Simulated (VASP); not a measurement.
Here is a VASP 6.6.1 calculation.

INCAR

```
SYSTEM = Zn24HO23
ALGO = Normal ; AMIX = 0.2
AMIX_MAG = 0.8 ; BMIX = 1E-4
BMIX_MAG = 1E-4 ; EDIFF = 1E-6
EDIFFG = -0.025 ; ENCUT = 450
GGA = PE ; IBRION = 2
ICORELEVEL = 1 ; ISIF = 2
ISMEAR = 0 ; ISPIN = 2
LASPH = .True. ; LCHARG = .False.
LORBIT = 11 ; LREAL = Auto
LUSENCCL = .False. ; LWAVE = .False.
MAGMOM = 0.2 0 0 0.2 0 0 0 0 0 0 0.2 0 0 0 0 0 0 0 0 0 0 0 0 0.2 0.2 0 0 0 0 0 0 0 0 0 0 0 0 0 0 0 0 0 0 0 0 0 0 0 ; NELM = 150
NSW = 70 ; PREC = Normal
SIGMA = 0.01
```

Contents of KPOINTS:

```
k-points
0
Monkhorst
  2 2 2
  0 0 0
```

POSCAR

```
Zn24HO23
1.0
    3.2865000000     -5.6923860000      5.3003900000
    3.2865020000      5.6923860000      5.3003900000
   -6.5730020000      0.0000000000      5.3003900000
Zn H O
24 1 23
Direct
    0.4999421700      0.3332756700      0.6666091700
    0.8332755000      0.6666090000      0.9999425000
    0.1666088300      0.4999423300      0.8332758300
    0.6666088300      0.4999423300      0.3332758300
    0.9999421700      0.3332756700      0.1666091700
    0.3332755000      0.6666090000      0.4999425000
    0.6666088300      0.9999423300      0.8332758300
    0.9999421700      0.8332756700      0.6666091700
    0.3332755000      0.1666090000      0.9999425000
    0.4999421700      0.8332756700      0.1666091700
    0.8332755000      0.1666090000      0.4999425000
    0.1666088300      0.9999423300      0.3332758300
    0.8332758300      0.4999423300      0.6666088300
    0.1666091700      0.8332756700      0.9999421700
    0.4999425000      0.6666090000      0.8332755000
    0.9999425000      0.6666090000      0.3332755000
    0.3332758300      0.4999423300      0.1666088300
    0.6666091700      0.8332756700      0.4999421700
    0.9999425000      0.1666090000      0.8332755000
    0.3332758300      0.9999423300      0.6666088300
    0.6666091700      0.3332756700      0.9999421700
    0.8332758300      0.9999423300      0.1666088300
    0.1666091700      0.3332756700      0.4999421700
    0.4999425000      0.1666090000      0.3332755000
    0.6263945000      0.2930610000      0.4597275000
    0.9597278300      0.6263943300      0.7930608300
    0.2930611700      0.4597276700      0.6263941700
    0.7930611700      0.4597276700      0.1263941700
    0.1263945000      0.2930610000      0.9597275000
    0.4597278300      0.6263943300      0.2930608300
    0.7930611700      0.9597276700      0.6263941700
    0.1263945000      0.7930610000      0.4597275000
    0.4597278300      0.1263943300      0.7930608300
    0.6263945000      0.7930610000      0.9597275000
    0.9597278300      0.1263943300      0.2930608300
    0.2930611700      0.9597276700      0.1263941700
    0.6263941700      0.4597276700      0.7930611700
    0.9597275000      0.7930610000      0.1263945000
    0.2930608300      0.6263943300      0.9597278300
    0.7930608300      0.6263943300      0.4597278300
    0.1263941700      0.4597276700      0.2930611700
    0.4597275000      0.7930610000      0.6263945000
    0.7930608300      0.1263943300      0.9597278300
    0.1263941700      0.9597276700      0.7930611700
    0.4597275000      0.2930610000      0.1263945000
    0.6263941700      0.9597276700      0.2930611700
    0.9597275000      0.2930610000      0.6263945000
    0.2930608300      0.1263943300      0.4597278300
```

Potentials or basis: VASP PAW PBE potentials, release 64 (Zn, H, O).

Launch:

```sh
$ cat potpaw_PBE.64/Zn/POTCAR potpaw_PBE.64/H/POTCAR potpaw_PBE.64/O/POTCAR > POTCAR
$ mpirun -np 1 vasp_std > vasp.out
```

Task: Predict the net moment.

Result: 0.50 μB per cell.

Task: Estimate the energy gained by relaxing.

Result: 3.4 meV/atom.

Core levels (eV, on the scale of the bands):
| atom | levels |
| --- | --- |
| 1 Zn | 1s -9518.3, 2s -1151.8, 2p -997.4, 3s -123.2, 3p -77.4 |
| 2 Zn | 1s -9517.5, 2s -1151.0, 2p -996.6, 3s -122.5, 3p -76.7 |
| 3 Zn | 1s -9517.5, 2s -1151.0, 2p -996.6, 3s -122.5, 3p -76.7 |
| 4 Zn | 1s -9518.3, 2s -1151.8, 2p -997.4, 3s -123.2, 3p -77.4 |
| 5 Zn | 1s -9517.4, 2s -1151.0, 2p -996.6, 3s -122.5, 3p -76.7 |
| 6 Zn | 1s -9517.4, 2s -1151.0, 2p -996.6, 3s -122.5, 3p -76.7 |

Caveat: the k mesh is coarse (spacing up to 0.37 Å⁻¹), so the values aren't converged.
